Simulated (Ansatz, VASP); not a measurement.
One calculation of BP, two programs

The input INCAR:

```
SYSTEM = BP
ALGO = Normal
EDIFF = 1E-7
ENCUT = 520
GGA = PE
ISIF = 2
ISMEAR = -1
LASPH = .TRUE.
LCHARG = .FALSE.
LREAL = .FALSE.
LWAVE = .FALSE.
NBANDS = 11
NELM = 80
PREC = Accurate
SIGMA = 0.02
```

File KPOINTS:

```
k-points
0
G
  10 10 10
  0 0 0
```

POSCAR

```
BP
1.0
    0.0000000000      2.3699362266      2.2267305251
    2.3699362266      0.0000000000      2.2267305251
    2.3699362266      2.3699362266      0.0000000000
B P
1 1
Direct
    0.0000000000      0.0000000000      0.0000000000
    0.2500000000      0.2500000000      0.2500000000
```

Input for Ansatz:

```yaml
crystal:
  lattice:
    - [0.0, 2.3699362266, 2.2267305251]
    - [2.3699362266, 0.0, 2.2267305251]
    - [2.3699362266, 2.3699362266, 0.0]
  atoms:
    - { symbol: B, position: [0.0, 0.0, 0.0] }
    - { symbol: P, position: [0.25, 0.25, 0.25] }
kpoints:
  mp_grid: { grid: [10, 10, 10] }
  band_path:
    path:
      - [0.0, 0.0, 0.0]
      - [-0.5, -0.5, 0.0]
      - [-0.375, -0.375, 0.25]
      - [-0.375, 0.0, 0.375]
      - [0.0, 0.0, 0.5]
      - [-0.5, -0.25, 0.25]
      - [0.403646, 0.403646, 0.0]
    npoints: 1
hamiltonian:
  xc: pbe
scf:
  occupations: { method: fermi_dirac, width: 0.02 }
  n_extra_bands: 4
output:
  forces: true
  stress: true
  eigenvalues: true
  write_density: true
  write_potential: true
  elf: true
  volumetric_format: npy
```

Change from the starting cell: epitaxial_xy strain +4.5%.

Alike in both runs: task single point; functional PBE; k mesh 10 × 10 × 10; occupations fermi-dirac, width 0.02 eV; no spin polarisation.

|  | VASP | Ansatz |
| --- | --- | --- |
| version | VASP 6.6.1 | Ansatz 0.2.0 |
| potentials or method | VASP PAW PBE potentials, release 64 (B, P) | plane waves, PAW |
| plane-wave cutoff (eV) | 520 | 420 |
| valence electrons in the cell | 8 | 8 |

```csv
,VASP,Ansatz,Ansatz less VASP
pressure (GPa),-9.0,-8.9,+0.18
largest component of the traceless stress (GPa),9.63,9.62,-0.013
```

With one functional, cell and mesh, what is left measures potentials, basis and numerics.
